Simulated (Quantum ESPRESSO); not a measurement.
# HfO2 under changes of volume

One of the cells (11.152 Å³/atom); the others are scaled copies at fixed shape and fractional positions:

```
Hf O
1.0
     0.00000    2.55750    2.55750
     2.55750    0.00000    2.55750
     2.55750    2.55750    0.00000
Hf O
1 2
Direct
  0.00000 0.00000 0.00000
  0.75000 0.75000 0.75000
  0.25000 0.25000 0.25000
```

Measurements of this composition are mostly on another form, of space group No. 14.

```yaml
Program: Quantum ESPRESSO 7.5
Functional: PBE
Potentials_or_basis: SSSP 1.3 efficiency PBE
Cutoff: 816 eV
Density_cutoff: 5987 eV
k_mesh: 9 × 9 × 9
Occupations: fermi-dirac, width 0.05 eV
Spin: no spin polarisation
```

| volume (Å³/atom) | energy over the lowest point (meV/atom) | pressure (GPa) | gap on the mesh (eV) |
| --- | --- | --- | --- |
| 10.483 | 17.62 | 11.8 | 4.02 |
| 10.706 | 4.85 | 5.8 | 3.97 |
| 10.929 | 0.00 | 0.4 | 3.91 |
| 11.152 | ? | ? | ? |
| 11.375 | 10.98 | -8.8 | 3.79 |
| 11.598 | 25.43 | -12.7 | 3.74 |
| 11.821 | 45.04 | -16.2 | 3.68 |

Q: What does the run at 11.152 Å³/atom give?

A: Energy over the lowest point 2.28 meV/atom; pressure -4.4 GPa; gap on the mesh 3.85 eV.

Worked out: A Birch-Murnaghan fit of order 3 (a polynomial in V^(-2/3)) to the other rows has its minimum at 10.97 Å³/atom with B0 = V·E''(V) = 247 GPa and B' = 4.3. It gives 2.29 meV/atom at 11.152 Å³/atom, against the run's 2.28, and -dE/dV = -4.0 GPa, against -4.4. A straight line through the other rows of the gap, of slope -2.85 eV per unit of ln V, gives 3.85 eV, against the run's 3.85.

Energies are extrapolated to zero smearing.

Caveats: spin-orbit coupling is left out, which moves the levels of the heavy elements; an odd mesh through Γ misses points on the zone boundary, where band edges often lie.
